## Question

In one form of molybdenum ditelluride, MoTe₂, each Mo atom of a thin sheet sits in an octahedron of six Te atoms at equal distances. This is the undistorted 1T form. Eight methods were applied to the same sheet with its atoms held in place. The table lists the band gap, the energy between the highest filled and the lowest empty electron level, which is entered as zero when the two meet or overlap.

Single-point calculations for a sheet of 1T-MoTe₂ (space group P-3m1, three atoms per cell), periodic in two directions, at the r2SCAN geometry and without spin polarisation or spin-orbit coupling. The tight-binding and semi-empirical runs use a block of 3 × 3 cells; the coarse PBE run uses plane waves with a 260 eV cutoff and a 6 × 6 × 1 k mesh.

```csv
name,kind,band gap (eV),atoms computed,"rough processor time, order of size (s)"
GFN1-xTB tblite,tight binding,0.000,27,1
PM7,semi-empirical,2.933,27,1
GFN2-xTB tblite,tight binding,0.000,27,1
PBE coarse-settings,low cutoff and mesh,0.000,3,4
PM6,semi-empirical,3.593,27,8
PBE sz-orbitals,small basis,0.000,3,10
PBE,semilocal,0.000,3,10
r2SCAN,semilocal,0.000,3,40
```

Use these data as well:

- In the PBE run with coarse settings, the electrons of one cell fill 23 bands, two electrons to a band. Among the points examined, the 23rd band is highest at the one called K, where it reaches −4.050 eV. The 24th band is lowest at another point, where it lies at −4.232 eV. At K itself the two bands have the same energy. The occupations are smeared over 0.02 eV.
- An electron wave at K repeats after three cells along each axis of the sheet. A wave at the bottom of the 24th band repeats after four.
- The heat of formation of one MoTe₂ unit from the solid elements is +46.9 eV in PM7 and −32.8 eV in PM6.
- Turning the solid elements into free atoms costs roughly 6.8 eV per Mo and 2.0 eV per Te (rough textbook values).

(a) Is the sheet a metal in the coarse PBE run?

(b) Why can methods of such different cost agree on a gap of zero?

(c) How much do the two tight-binding zeros prove?

(d) Should the gaps from PM7 and PM6 be believed?

(e) How would the same set of methods behave for the 2H form, in which six Te atoms surround each Mo as a trigonal prism?

## Model answer

### (a) A real overlap of bands

The top of the 23rd band lies above the bottom of the 24th by −4.050 − (−4.232) = 0.182 eV. Electrons therefore leave the top of the lower band and settle in the bottom of the upper one. Both bands end up partly filled, and a partly filled band conducts. The overlap is about nine times the smearing, so the smearing hasn't created it.

Nor does the overlap come from looking at too few points. For the same potential, extra points either leave it as it is or find a higher top or a lower bottom, and so a larger overlap. The coarse mesh and the low cutoff also affect the calculated potential and energies, however, and can shift the bands either way. The size of the overlap therefore deserves less trust than its presence in this run.

### (b) Two electrons and a threefold axis

The chemistry starts with a count. Molybdenum has six valence electrons, and on paper each tellurium takes two, which leaves two d electrons on Mo. An octahedron of neighbours splits the five d orbitals into three lower ones, which point between the Te atoms, and two higher ones, which point at them. The lower three have room for six electrons and receive two. A set of levels one third full is a natural candidate for a metal, though Te orbitals mix into these bands and the count is only a formal one.

An even number of electrons could still fill one band completely and leave a gap above it. Symmetry can prevent this at K. The threefold axis of the sheet sorts the waves at K into three kinds: those that a turn by 120° leaves unchanged, those whose phase it advances, and those whose phase it sets back. A twofold axis lying in the sheet turns the second kind into the third. These two must then have exactly the same energy, while the first kind stands alone.

Three d levels at K can thus divide into a single level and a pair. If the single level lies lowest, two electrons fill it and a gap may open. If the pair lies lowest, it has four places for two electrons and is half full. The coarse PBE run finds the last filled and the first empty band touching at K, just as the second case requires. That the pair descends from the lower d orbitals is an inference from the electron count.

This explains how the answer can survive a change of method. A small basis, a low cutoff or another density functional shifts the levels, but none of them breaks the symmetry of the crystal. Both members of the pair move together. As long as the pair stays at the border between filled and empty levels, the gap remains zero, whether the calculation is rough or careful. A greater effort improves the energies of the levels without parting two that symmetry holds together.

### (c) A touch, but not an overlap

The tight-binding methods treat a block of three by three cells, 27 atoms in all, which repeats in the plane. Such a block admits only those waves that are back in step after exactly three cells. The wave at K fits. The wave at the bottom of the 24th PBE band needs four cells and doesn't fit.

Within this block, the highest filled and lowest empty levels agree to within a few millionths of an electronvolt in both methods. Levels that coincide so closely point to symmetry. The pair at K is a natural candidate, but waves that run in equivalent directions of the sheet also share one energy, and the levels haven't been traced back to their origin. The two zeros support the picture of a partly filled set of equal levels. They don't confirm the overlap found in (a), because the block leaves out the very wave on which that overlap depends.

### (d) Two gaps without a sound foundation

PM7 gives a gap of 2.93 eV and PM6 one of 3.59 eV. The limited choice of waves can't be the whole reason, since the tight-binding methods use a block of the same size and find no gap. What sets the two rows apart is the kind of theory. Both are simplified forms of Hartree-Fock theory with adjusted parameters, and Hartree-Fock theory is known for orbital gaps that are far too wide.

The reason lies in how it treats the repulsion between electrons. An electron in a filled orbital feels all the others but not itself. An empty orbital is computed as if an additional electron had entered it and felt every electron already present. In a real solid the surrounding electrons would move aside and soften that repulsion, but Hartree-Fock orbital energies leave this response out. Filled levels come out too low and empty ones too high.

The same effect can split a half-filled pair. If both electrons enter one member, that member is lowered and the empty one is raised, and the electron cloud no longer has the full symmetry of the crystal. Alternatively, the parameters may place the single level at K below the pair, so that a gap opens with the symmetry intact. These needn't be the only possibilities. The two methods don't even agree on the sign of the charge on Mo, which is positive in PM7 and negative in PM6, so their levels may be ordered in some other way altogether. The exact origin of the two gaps remains open.

An energy check shows how far these calculations can be trusted. Breaking the solid elements into the atoms of one MoTe₂ unit costs 6.8 + 2 × 2.0 = 10.8 eV. PM7 puts the crystal 46.9 eV above the elements, and therefore 46.9 − 10.8 = 36.1 eV above its own free atoms. A crystal with that energy would gain by flying apart.

PM6 errs in the opposite direction. Its crystal lies 32.8 + 10.8 = 43.6 eV below the free atoms, or about 15 eV for each of the three atoms. Even tungsten, one of the most strongly bound elements, needs only about 9 eV per atom. Errors in the rough atomisation energies, perhaps some tenths of an electronvolt, don't matter beside such failures. Neither gap is evidence that this sheet is a semiconductor.

### (e) The prism changes the question

In a trigonal prism the d orbitals split differently, and one level comes to lie below the others. The two d electrons fill it, and no half-filled pair remains at the border. The 2H form is indeed a semiconductor, with a gap of roughly 1 eV. The composition and the electron count are unchanged; the arrangement of the neighbours makes the difference.

For that form the choice of method would show in the size of the gap. Semilocal functionals such as PBE usually give gaps that are too small, and Hartree-Fock orbital gaps are usually much too large. The two tight-binding methods were fitted mainly to molecules, so their gaps for a solid could err in either direction. The agreement among most methods in the present table is thus a property of this structure. It would be a mistake to carry it over to the 2H form as a sign that a cheap method is good enough for gaps.

## Remarks on the reasoning

**Cost is the wrong variable to follow.** From the cheapest to the dearest row the rough processor time rises about fortyfold, yet the dearest row and two of the three cheapest give zero, while the open gaps belong to the third of the cheapest rows and to one in the middle. A reader who looks for steady improvement with cost will find none. Sorting the rows by the kind of theory brings order at once: density functionals and tight binding on one side, semi-empirical Hartree-Fock on the other.

**Equal zeros needn't mean equal bands.** A gap of zero covers everything from two levels that just touch to a broad overlap. Two methods may share the entry and still differ in how many electrons cross from one band to the other, which matters for conduction. The coarse PBE run earns its verdict through its band energies, and the zero alone would have been weaker evidence.

**A bad energy doesn't supply the right gap.** The check in (d) discredits the PM7 and PM6 descriptions of this crystal, but it can't say what the gap should be. For that, the answer turns to the band overlap in (a) and the symmetry argument in (b). A good answer keeps the two steps apart.

**The exact touch belongs to a simplified model.** Spin-orbit coupling, which is appreciable in a compound of an element as heavy as tellurium, can split the pair at K. It is left out of every row, and so is spin polarisation, which could also rearrange a half-filled pair. With the pair split, the sheet would still be a metal if the band bottom elsewhere stayed below the band top, so the overlap is then the argument that counts.

**The structure comes before the method.** The undistorted 1T sheet isn't the form that nature prefers. In a larger cell, and after a small push off their symmetric sites, its Mo atoms draw together into chains, which gives the 1T′ form and rearranges the levels near the border. Here the atoms were held in place, so no row could show this. Relaxing them in the three-atom cell wouldn't have helped, because it holds a single Mo atom whose copies all move together. The zeros in the table therefore say nothing about the gap of the 1T′ form.
